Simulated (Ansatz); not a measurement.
**SrO (model cell, started as zinc blende): the cell at rest**

Task: relax SrO (model cell, started as zinc blende) tightly.

Method: DFT PBEsol, scalar-relativistic, plane waves, PAW; PAW set soft_1, in Ansatz 0.2.0.

The structure was built from a prototype and need not be the compound's stable phase.

### Step 1. The structure

Symmetry: F-43m, No. 216, cubic system. Conventional cell: a = 5.601 Å, b = 5.601 Å, c = 5.601 Å, α = 90.00°, β = 90.00°, γ = 90.00°. Sr has 4 O at 2.43 Å nearest. Nearest to O lie 4 Sr at 2.43 Å. Farther neighbours and most contacts between anions are not listed.

### Step 2. A coarse first look

A quick single point on a coarse mesh tells whether the cell has a gap and how far it is from rest, which sets the k mesh and smearing that follow.

input.yaml reads:

```yaml
crystal:
  lattice:
    - [0.0, 2.80038, 2.80038]
    - [2.80038, 0.0, 2.80038]
    - [2.80038, 2.80038, 0.0]
  atoms:
    - { symbol: Sr, position: [0.0, 0.0, 0.0] }
    - { symbol: O, position: [0.25, 0.25, 0.25] }
kpoints:
  mp_grid: { grid: [6, 6, 6] }
hamiltonian:
  xc: pbesol
  pseudopotentials: { kind: paw, azcp: { folder: soft_1 }, xc_functional: pbe }
scf:
  occupations: { method: gaussian, width: 0.1 }
output:
  forces: true
  stress: true
  eigenvalues: true
```

Started as:

```bash
$ ansatz run input.yaml --threads 4 --pin off --max-ram 10240MiB --backend cpu --events-out ev --progress --plain --runs-dir out
```

Numbers of over 12 decimals in the logs are rounded to 6 here.

Output:

```text
Engine: ansatz 0.2.0, x86_64-unknown-linux-gnu
Pseudopotentials: kind: paw
Pseudopotential: Sr, paw, valence charge 10, recommended cutoff 420 eV (normal), soft_1/Sr.paw.azcp
Pseudopotential: O, paw, valence charge 6, recommended cutoff 420 eV (normal), soft_1/O.paw.azcp
Functional definition: PBEsol
  exchange = pbesol_x
  correlation = pbesol_c
Crystal: 2 atoms, lattice volume = 43.922 Å³
[...]
--- Band table (eV; the first three rows and the last of 16) ---
  k-point 0: bands = [... 4 lower, -8.9960, 4.1468, 4.1468, 4.1468, 7.3567, 13.0186, 13.0186, 14.2956]
  k-point 1: bands = [... 4 lower, -8.5356, 3.9965, 4.2343, 4.2343, 8.2081, 12.5585, 12.5585, 13.7267]
  k-point 2: bands = [... 4 lower, -8.1041, 4.0720, 4.3911, 4.3911, 9.5805, 12.3867, 12.3867, 12.6892]
  k-point 15: bands = [... 4 lower, -7.5671, 3.9246, 4.6418, 4.9815, 9.4651, 10.5991, 13.6600, 14.5984]
[key lines of the parts left out:]
SCF converged after 8 iterations
Free energy (F): -4055.761925 eV
Fermi energy:    6.174497 eV
P = ⅓ Tr σ = -2.0492 GPa (-20.492 kbar)
```

Run time: 0.39 s. Hardware: 4 threads of AMD EPYC 9R14 (Zen 4), shared host; peak memory 0.34 GiB.

This step gave:

```yaml
pressure: -2.049 GPa
gap_on_the_k_mesh: 2.375 eV
volume_per_atom: 21.96 Å³
direct_gap_on_mesh: 3.210 eV
```

The coarse mesh shows a gap of 2.38 eV and a pressure of -2.0 GPa.

### Step 3. Bringing the structure to rest

The cell and atoms are relaxed, since residual forces and stress would shift the frequencies.

input.yaml, the sections that differ from step 2:

```yaml
kpoints:
  mp_grid: { grid: [8, 8, 8] }
scf:
  occupations: { method: gaussian, width: 0.02 }
output:
  forces: true
  stress: true
  eigenvalues: true
  write_density: true
  write_potential: true
  elf: true
  volumetric_format: npy
relax:
  adjacent_minimum: "off"
  f_tol: 0.005
  max_steps: 80
  cell: { stress_tol: 0.05 }
# crystal, hamiltonian: as in step 2
```

Output:

```text
[...]
Crystal: 2 atoms, lattice volume = 43.922 Å³
Basis set: ecut = 420 eV, 869 PW (Γ), exchange–correlation on 54×54×54 points (8 copies of the dense FFT grid, shifted against one another)
Bands: 12, of which v1, the nominal top of the filled ones, is band 8 counted from 1 (7 counted from 0)
Symmetry: 24 space group operations
[...]
k-points: 29 of 512 (time reversal used)
[...]
SCF iter   1: F=—  HF=-4056.330413 eV  |F-HF|=—  |Δ(HF+E_count)|=         —  Δρ=7.36e-2  dr2=2.18e0  ethr=3.10e-3  ⟨swp⟩=9.7  Hψ=2967  notcnv=0
[...]
SCF iter   8: F=-4055.762006 eV  HF=-4055.762006 eV  |F-HF|=5.98e-10  |Δ(HF+E_count)|=   3.08e-8  Δρ=1.72e-6  dr2=9.43e-10  ethr=6.25e-10  ⟨swp⟩=12.0  Hψ=2935  notcnv=0
SCF 1 converged in 8 iterations: F = -4055.762006 eV  dr2 = 9.43e-10
[...]
relax step   1: F+E_penalty+E_count = -4055.76200638 eV  Δ(F+E_penalty+E_count) = +0.000e0 eV  max|allowed force component| = 3.331e-16 eV/Å  Δτ_max = 0.0000 Å  P = -2.049 GPa  Ω = 43.922 Å³  (8 SCF iters, dr2 threshold 1.00e-7 eV, accepted)
Crystal: 2 atoms, lattice volume = 41.939 Å³
[...]
iter 1 solved again at ethr=1.15e-5 eV; its pass at ethr=3.10e-3 eV (dr2=1.83e-3 eV) is discarded
[...]
SCF iter   6: F=-4055.771712 eV  HF=-4055.771712 eV  |F-HF|=3.57e-9  |Δ(HF+E_count)|=   2.34e-7  Δρ=3.73e-6  dr2=8.48e-9  ethr=9.11e-10  ⟨swp⟩=7.7  Hψ=2430  notcnv=0
SCF 2 converged in 6 iterations: F = -4055.771712 eV  dr2 = 8.48e-9
relax step   2: F+E_penalty+E_count = -4055.77171241 eV  Δ(F+E_penalty+E_count) = -9.706e-3 eV  max|allowed force component| = 2.544e-16 eV/Å  Δτ_max = 0.0000 Å  P = +0.956 GPa  Ω = 41.939 Å³  energy of the carried Pulay correction = +2.249e-3 eV  (6 SCF iters, dr2 threshold 2.00e-7 eV, accepted)
Crystal: 2 atoms, lattice volume = 42.550 Å³
[...]
SCF iter   5: F=-4055.772728 eV  HF=-4055.772728 eV  |F-HF|=1.85e-8  |Δ(HF+E_count)|=   8.37e-7  Δρ=5.65e-6  dr2=1.12e-8  ethr=1.25e-9  ⟨swp⟩=13.0  Hψ=3071  notcnv=0
SCF 3 converged in 5 iterations: F = -4055.772728 eV  dr2 = 1.12e-8
relax step   3: F+E_penalty+E_count = -4055.77272761 eV  Δ(F+E_penalty+E_count) = -1.015e-3 eV  max|allowed force component| = 2.660e-16 eV/Å  Δτ_max = 0.0000 Å  P = -0.044 GPa  Ω = 42.550 Å³  energy of the carried Pulay correction = +1.545e-3 eV  (5 SCF iters, dr2 threshold 2.00e-7 eV, accepted)
[...]
relax step   4: F+E_penalty+E_count = -4055.77145326 eV  Δ(F+E_penalty+E_count) = +1.274e-3 eV  max|allowed force component| = 2.937e-16 eV/Å  Δτ_max = 0.0000 Å  P = -0.105 GPa  Ω = 42.550 Å³  stress off target by 1.05e-1 GPa  SCF on the basis re-selected at this cell (its energy is not comparable with the rows above)  (6 SCF iters)
[...]
relax step   5: F+E_penalty+E_count = -4055.77154847 eV  Δ(F+E_penalty+E_count) = -9.520e-5 eV  max|allowed force component| = 3.261e-16 eV/Å  Δτ_max = 0.0000 Å  P = -0.002 GPa  Ω = 42.485 Å³  energy of the carried Pulay correction = +7.323e-5 eV  (4 SCF iters, dr2 threshold 2.77e-8 eV, accepted)
[...]
SCF iter   6: F=-4055.771473 eV  HF=-4055.771473 eV  |F-HF|=4.55e-13  |Δ(HF+E_count)|=  2.50e-11  Δρ=7.87e-8  dr2=9.93e-13  ethr=1.00e-12  ⟨swp⟩=7.1  Hψ=1661  notcnv=0
SCF 6 converged in 6 iterations: F = -4055.771473 eV  dr2 = 9.93e-13
relax step   6: F+E_penalty+E_count = -4055.77147305 eV  Δ(F+E_penalty+E_count) = +7.542e-5 eV  max|allowed force component| = 2.961e-16 eV/Å  Δτ_max = 0.0000 Å  P = -0.005 GPa  Ω = 42.485 Å³  stress off target by 4.51e-3 GPa  SCF on the basis re-selected at this cell (its energy is not comparable with the rows above)  (6 SCF iters)
[...]
SCF converged after 6 iterations
Free energy (F): -4055.771473 eV
[...]
Internal energy: -4055.771473 eV  (E = F + TS)
E sigma→0 (E₀):  -4055.771473 eV
Fermi energy:    6.510306 eV
[...]
--- Stress (GPa, compression-positive) ---
       -0.004514       0.000000      -0.000000
        0.000000      -0.004514       0.000000
       -0.000000       0.000000      -0.004514
  P = ⅓ Tr σ = -0.0045 GPa (-0.045 kbar)
--- Band table (eV; the first three rows and the last of 29) ---
  k-point 0: bands = [... 4 lower, -8.5714, 4.3744, 4.3744, 4.3744, 7.7372, 13.4436, 13.4436, 14.7821]
  k-point 1: bands = [... 4 lower, -8.2686, 4.2712, 4.4306, 4.4306, 8.2644, 13.1034, 13.1034, 14.4207]
  k-point 2: bands = [... 4 lower, -7.8705, 4.2363, 4.5571, 4.5571, 9.3485, 12.7941, 12.7941, 13.6977]
  k-point 28: bands = [... 4 lower, -7.0825, 4.5437, 4.5645, 5.2831, 9.8251, 10.9428, 13.9475, 15.0337]
--- Relaxed structure (4 steps of the walk, 4 accepted, 2 SCFs on fresh bases) ---
  F+E_penalty+E_count = -4055.77147305 eV   max|allowed force component| = 2.961e-16 eV/Å   (the final SCF, on the basis selected at the relaxed cell)
  cell:  # Å, volume = 42.4851 Å³
    - [0, 2.769506, 2.769506]
    - [2.769506, 0, 2.769506]
    - [2.769506, 2.769506, 0]
  atoms:
    - { symbol: Sr, position: [0, 0, 0] }
    - { symbol: O, position: [0.250000, 0.250000, 0.250000] }
```

It took 2.2 s on 4 threads; peak memory 0.39 GiB.

The steps of the relaxation:

```csv
step,energy less that of the first step (eV),largest force component (eV/Å),pressure (GPa),volume (Å³)
1,0.0000,0.0000,-2.05,43.92
2,-0.0097,0.0000,0.96,41.94
3,-0.0107,0.0000,-0.04,42.55
4*,-0.0094,0.0000,-0.11,42.55
5,-0.0095,0.0000,0.00,42.49
6*,-0.0095,0.0000,0.00,42.49
```

Relaxation steps marked * repeat the geometry before them on a plane-wave basis chosen anew for their cell, so energy and pressure can jump there.

Forces are held to the 24 operations that the run works with; a distortion that breaks them can't arise in this run.

```csv
"conventional cell, symmetrised",before,after,change
a (Å),5.601,5.539,-1.1 %
b (Å),5.601,5.539,-1.1 %
c (Å),5.601,5.539,-1.1 %
volume (Å³/atom),21.96,21.24,-3.3 %
```

The relaxed structure:

```
Sr O
1.0
     0.00000    2.76951    2.76951
     2.76951    0.00000    2.76951
     2.76951    2.76951    0.00000
Sr O
1 1
Direct
  0.00000 0.00000 0.00000
  0.25000 0.25000 0.25000
```

This step gave:

* pressure: -0.004514 GPa
* gap on the k-mesh: 2.454 eV
* volume per atom: 21.24 Å³
* direct gap on mesh: 3.363 eV

ELF in the ac plane of a cell with a along [110], b along [-110] and c along [001] of the cube at fractional y = 0.000, with atoms of Sr and O within 0.2 Å of it. It is the smooth field of the valence electrons, not physical close to the nuclei.

Values, 8 rows by 16 columns, each cell a mean:
```
0.61 0.68 0.25 0.51 0.60 0.26 0.54 0.68 0.61 0.68 0.25 0.51 0.60 0.26 0.54 0.68
0.42 0.22 0.57 0.73 0.66 0.71 0.26 0.35 0.42 0.22 0.57 0.73 0.66 0.71 0.26 0.35
0.04 0.29 0.70 0.76 0.72 0.76 0.45 0.07 0.04 0.29 0.70 0.76 0.72 0.76 0.45 0.07
0.03 0.13 0.35 0.49 0.52 0.41 0.20 0.05 0.03 0.13 0.35 0.49 0.52 0.41 0.20 0.05
0.03 0.03 0.04 0.06 0.06 0.04 0.03 0.03 0.03 0.03 0.04 0.06 0.06 0.04 0.03 0.03
0.04 0.03 0.02 0.01 0.01 0.01 0.02 0.04 0.04 0.03 0.02 0.01 0.01 0.01 0.02 0.04
0.62 0.49 0.14 0.01 0.01 0.06 0.38 0.60 0.62 0.49 0.14 0.01 0.01 0.06 0.38 0.60
0.47 0.84 0.41 0.07 0.10 0.19 0.80 0.63 0.47 0.84 0.41 0.07 0.10 0.19 0.80 0.63
```
Columns run along a (7.8 Å), rows up along c (5.5 Å), edges of the conventional cell, whose origin can differ from the input's. Atoms in or near the plane, at fractional coordinates: Sr at (0.50, 0.00), Sr at (0.00, 0.00), O at (0.75, 0.75), O at (0.25, 0.75).

Electrostatic potential energy in the ac plane of a cell with a along [110], b along [-110] and c along [001] of the cube at fractional y = 0.000, with atoms of Sr and O within 0.2 Å of it. With pseudopotentials it is smooth inside the atoms' cores, unlike the true potential.

Ten even steps from '_' (-116 eV) to '@' (11 eV), each cell a mean:
```
__::##@@@@@@@@@@%%++____::##@@@@@@@@@@%%++__
==**%%@@@@@@@@@@@@%%++==**%%@@@@@@@@@@@@%%++
%%@@@@@@%%**##@@@@@@%%%%@@@@@@%%**##@@@@@@%%
@@@@@@@@##++**%%@@@@@@@@@@@@@@##++**%%@@@@@@
@@@@@@@@##**##@@@@@@@@@@@@@@@@##**##@@@@@@@@
@@@@@@@@@@@@@@@@@@@@@@@@@@@@@@@@@@@@@@@@@@@@
@@@@@@@@@@@@@@@@@@@@@@@@@@@@@@@@@@@@@@@@@@@@
@@@@@@@@@@@@@@@@@@@@@@@@@@@@@@@@@@@@@@@@@@@@
@@@@@@@@@@@@@@@@@@@@@@@@@@@@@@@@@@@@@@@@@@@@
@@@@@@@@@@@@@@@@@@@@@@@@@@@@@@@@@@@@@@@@@@@@
@@@@@@@@@@@@@@@@@@@@@@@@@@@@@@@@@@@@@@@@@@@@
@@@@@@@@@@@@@@@@@@@@@@@@@@@@@@@@@@@@@@@@@@@@
##%%@@@@@@@@@@@@@@%%####%%@@@@@@@@@@@@@@%%##
..==%%@@@@@@@@@@%%**::..==%%@@@@@@@@@@%%**::
__..##@@@@@@@@@@%%==____..##@@@@@@@@@@%%==__
```
Columns run along a (7.8 Å; values clipped at the 3rd and 97th percentile), rows up along c (5.5 Å), edges of the conventional cell, whose origin can differ from the input's. Atoms in or near the plane, at fractional coordinates: Sr at (0.50, 0.00), Sr at (0.00, 0.00), O at (0.75, 0.75), O at (0.25, 0.75).

Valence density in the ac plane of a cell with a along [110], b along [-110] and c along [001] of the cube at fractional y = 0.000, with atoms of Sr and O within 0.2 Å of it. It is the smooth field of the valence electrons, not physical close to the nuclei.

Ten steps, logarithmic in the rise over the least value, from '0' (0.0 e/Å³) to '9' (7.6 e/Å³), each cell a mean:
```
7753222246777532222467
7643455435676434554356
4434788533444347885334
1125899632111258996321
0124788531001247885310
0013455321000134553210
0001232210000012322100
0000111000000001110000
0000000000000000000000
0000000000000000000000
0000000000000000000000
2210000001222100000012
6531000024565310000245
7752000146777520001467
6763111257767631112577
```
Columns run along a (7.8 Å), rows up along c (5.5 Å), edges of the conventional cell, whose origin can differ from the input's. Atoms in or near the plane, at fractional coordinates: Sr at (0.50, 0.00), Sr at (0.00, 0.00), O at (0.75, 0.75), O at (0.25, 0.75).

In this step the volume went from 21.96 to 21.24 Å³/atom.

### Step 4. Tight relaxation

Phonons need a cell at rest on their own settings, so the relaxation is repeated with tight tolerances on forces and stress on the k mesh and occupations of the first response run.

input.yaml, the sections that differ from step 3:

```yaml
crystal:
  lattice:
    - [0.0, 2.7695061379, 2.7695061379]
    - [2.7695061379, 0.0, 2.7695061379]
    - [2.7695061379, 2.7695061379, 0.0]
  atoms:
    - { symbol: Sr, position: [0.0, 0.0, 0.0] }
    - { symbol: O, position: [0.25, 0.25, 0.25] }
scf:
  occupations: { method: fixed }
relax:
  adjacent_minimum: "off"
  f_tol: 0.001
  max_steps: 60
  cell: { stress_tol: 0.01 }
# kpoints, hamiltonian, output: as in step 3
```

Output:

```text
[...]
Crystal: 2 atoms, lattice volume = 42.485 Å³
Basis set: ecut = 420 eV, 869 PW (Γ), exchange–correlation on 54×54×54 points (8 copies of the dense FFT grid, shifted against one another)
Bands: 12, of which v1, the nominal top of the filled ones, is band 8 counted from 1 (7 counted from 0)
[... 1 set-up line as in the run before ...]
[...]
k-points: 29 of 512 (time reversal used)
[...]
k-point 28: bands = [... 4 lower, -7.0825, 4.5437, 4.5645, 5.2831, 9.8251, 10.9428, 13.9475, 15.0337]
--- Relaxed structure (1 steps of the walk, 1 accepted, 1 SCFs on fresh bases) ---
[...]
cell:  # Å, volume = 42.4851 Å³
    - [0.0, 2.7695061379, 2.7695061379]
    - [2.7695061379, 0.0, 2.7695061379]
    - [2.7695061379, 2.7695061379, 0.0]
  atoms:
    - { symbol: Sr, position: [0.0, 0.0, 0.0] }
    - { symbol: O, position: [0.25, 0.25, 0.25] }
[key lines of the parts left out:]
SCF converged after 7 iterations
Free energy (F): -4055.771473 eV
Fermi energy:    5.283148 eV
P = ⅓ Tr σ = -0.0045 GPa (-0.045 kbar)
```

The job ended after 0.93 s (4 threads; peak memory 0.38 GiB).

Little changed from the start: no atom moved by 0.005 Å and no cell edge by 0.1 %.

This step gave:

- pressure: -0.004515 GPa

Valence density in the ac plane of a cell with a along [110], b along [-110] and c along [001] of the cube at fractional y = 0.000, with atoms of Sr and O within 0.2 Å of it. It is the smooth field of the valence electrons, not physical close to the nuclei.

Ten steps, logarithmic in the rise over the least value, from '0' (0.0 e/Å³) to '9' (7.6 e/Å³), each cell a mean:
```
7753222246777532222467
7643455435676434554356
4434788533444347885334
1125899632111258996321
0124788531001247885310
0013455321000134553210
0001232210000012322100
0000111000000001110000
0000000000000000000000
0000000000000000000000
0000000000000000000000
2210000001222100000012
6531000024565310000245
7752000146777520001467
6763111257767631112577
```
Columns run along a (7.8 Å), rows up along c (5.5 Å), edges of the conventional cell, whose origin can differ from the input's. Atoms in or near the plane, at fractional coordinates: Sr at (0.50, 0.00), Sr at (0.00, 0.00), O at (0.75, 0.75), O at (0.25, 0.75).

Electrostatic potential energy in the ac plane of a cell with a along [110], b along [-110] and c along [001] of the cube at fractional y = 0.000, with atoms of Sr and O within 0.2 Å of it. With pseudopotentials it is smooth inside the atoms' cores, unlike the true potential.

Values in eV, 8 rows by 16 columns, each cell a mean:
```
 -88  -30    3    7    7    6  -12  -76  -88  -30    3    7    7    6  -12  -76
  -2    4    5  -24  -30   -3    6    0   -2    4    5  -24  -30   -3    6    0
   9   10    8  -15  -21    2   11    9    9   10    8  -15  -21    2   11    9
  10   10   10   10   10   10   10   10   10   10   10   10   10   10   10   10
  10   10    9    9    8    9   10   10   10   10    9    9    8    9   10   10
   8    8    8    8    8    8    8    8    8    8    8    8    8    8    8    8
 -12   -1    5    8    8    6    2   -9  -12   -1    5    8    8    6    2   -9
-106  -42    1    8    8    4  -18  -95 -106  -42    1    8    8    4  -18  -95
```
Columns run along a (7.8 Å; values clipped at the 3rd and 97th percentile), rows up along c (5.5 Å), edges of the conventional cell, whose origin can differ from the input's. Atoms in or near the plane, at fractional coordinates: Sr at (0.50, 0.00), Sr at (0.00, 0.00), O at (0.75, 0.75), O at (0.25, 0.75).

ELF in the ac plane of a cell with a along [110], b along [-110] and c along [001] of the cube at fractional y = 0.000, with atoms of Sr and O within 0.2 Å of it. It is the smooth field of the valence electrons, not physical close to the nuclei.

Ten even steps from '_' (0.01) to '@' (0.86), each cell a mean:
```
==%%##::::**==..++%%**==%%##::::**==..++%%**
@@%%==::##%%%%==::##@@@@%%==::##%%%%==::##@@
##==::**@@%%%%%%--::**##==::**@@%%%%%%--::**
....--%%%%++##@@**........--%%%%++##@@**....
__..++%%@@%%%%@@##::____..++%%@@%%%%@@##::__
__..==##%%@@%%%%++::____..==##%%@@%%%%++::__
____::==++****++--..______::==++****++--..__
______....::::..____________....::::..______
____________________________________________
____________________________________________
____________________________________________
--::..____________::----::..____________::--
@@%%**..________==##@@@@%%**..________==##@@
##@@@@==______..##@@%%##@@@@==______..##@@%%
::##@@==__......##@@==::##@@==__......##@@==
```
Columns run along a (7.8 Å), rows up along c (5.5 Å), edges of the conventional cell, whose origin can differ from the input's. Atoms in or near the plane, at fractional coordinates: Sr at (0.50, 0.00), Sr at (0.00, 0.00), O at (0.75, 0.75), O at (0.25, 0.75).

The forces vanish by symmetry and the pressure is -0.005 GPa, within the tolerances set. The cell now holds 21.24 Å³/atom.

### Step 5. Outcome

| Quantity | Value |
| --- | --- |
| space group after relaxation (within 0.01 Å) | F-43m |
| lattice constant a | 5.539 Å |
| lattice constant b | 5.539 Å |
| lattice constant c | 5.539 Å |
| volume per atom | 21.2 Å³ |
| gap on the k-mesh | 2.45 eV |

What this shows: The forces vanish by symmetry and the pressure is -0.005 GPa, within the tolerances set. The cell now holds 21.24 Å³/atom. The relaxation keeps the symmetry of its start, so it says nothing on stability against lower symmetry. The PAW files were made for PBE and serve the other functionals too. The starting cell was built on a prototype and not taken from a measurement, so the phase need not exist.

[Logs are printed without paths, hosts, clocks, repeated set-up lines and the standing remarks that a program may print on its own settings, such as how far it seeks lower states.]

[Hosts, paths, dates, database ids (printed as entryN), source tags and the programs' standing remarks are cut or masked in the printed files.]
